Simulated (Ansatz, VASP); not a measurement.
**Two plane-wave programs on SiO2**

```
Si O
1.0
     4.23612    0.00000    0.00000
     0.00000    4.23612    0.00000
     0.00000    0.00000    2.90572
Si O
2 4
Direct
  0.50000 0.50000 0.50000
  0.00000 0.00000 0.00000
  0.69302 0.69302 0.00000
  0.19302 0.80698 0.50000
  0.30698 0.30698 0.00000
  0.80698 0.19302 0.50000
```

Change from the starting cell: strain +0.000 along x and y, +0.080 along z, atoms carried along.

Alike in both runs: task single point; functional PBE; k mesh 6 × 6 × 8; occupations gaussian, width 0.05 eV; no spin polarisation.

```csv
,VASP,Ansatz
version,VASP 6.6.1,Ansatz 0.2.0
potentials or method,"VASP PAW PBE potentials, release 64 (Si, O)","scalar-relativistic, plane waves, PAW"
plane-wave cutoff (eV),520,420
valence electrons in the cell,32,32
```

```tsv
	VASP	Ansatz	Ansatz less VASP
gap on the k mesh at the Fermi level (eV)	3.43	3.45	+0.019
least direct gap on the mesh (eV)	3.43	3.45	+0.019
pressure (GPa)	-21.5	-21.6	-0.09
largest component of the traceless stress (GPa)	19.70	19.91	+0.208
rms of the force components (eV/Å)	0.110	0.109	-0.0016
```

Atom by atom the forces differ by 0.002 eV/Å (rms over components). The functional is the same, so the differences come from potentials, cutoffs and numerics.

Caveats: so large a pressure means that the cell lies far from this level's equilibrium, or that cutoff or potentials fall short (VASP).
